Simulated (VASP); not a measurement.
PbS: single point with HSE06

The system is PbS.

```
Pb S
1.0
     0.00000    2.95190    2.95190
     2.95190    0.00000    2.95190
     2.95190    2.95190    0.00000
Pb S
1 1
Direct
  0.50000 0.50000 0.50000
  0.00000 0.00000 0.00000
```

The cell is a database's computed one.

```
Program             : VASP 6.6.1
Task                : single point
Functional          : HSE06
Potentials or basis : VASP PAW PBE potentials, release 64 (Pb_d, S)
Cutoff              : 520 eV
k mesh              : 6 × 6 × 6
Occupations         : gaussian, width 0.1 eV
Spin                : no spin polarisation
```

```yaml
Pressure: 1.9 GPa
Band_gap_on_the_k_mesh: 0.74 eV, direct
```

Levels at points of the mesh, in eV from the valence-band top:
```tsv
k point	band 8	band 9	band 10	band 11	band 12	band 13
(0.00, 0.00, 0.00)	-2.67	-2.67	-2.67	6.07	6.07	6.07
(0.50, 0.00, 0.00)	-2.24	-2.24	0.00	0.74	2.42	2.42
(0.50, 0.50, 0.00)	-6.04	-4.08	-4.08	4.28	6.51	6.62
```

Wall time 10 min on 1 thread of Intel(R) Xeon(R) 6975P-C (Granite Rapids), with other jobs on the host, peak memory 0.3 GiB.

Caveat: the PAW data sets were made with another functional, which shifts forces and pressure a little; spin-orbit coupling is left out, which as a rule narrows the gap of such compounds by several tenths of an eV. A k mesh can miss the band edges.
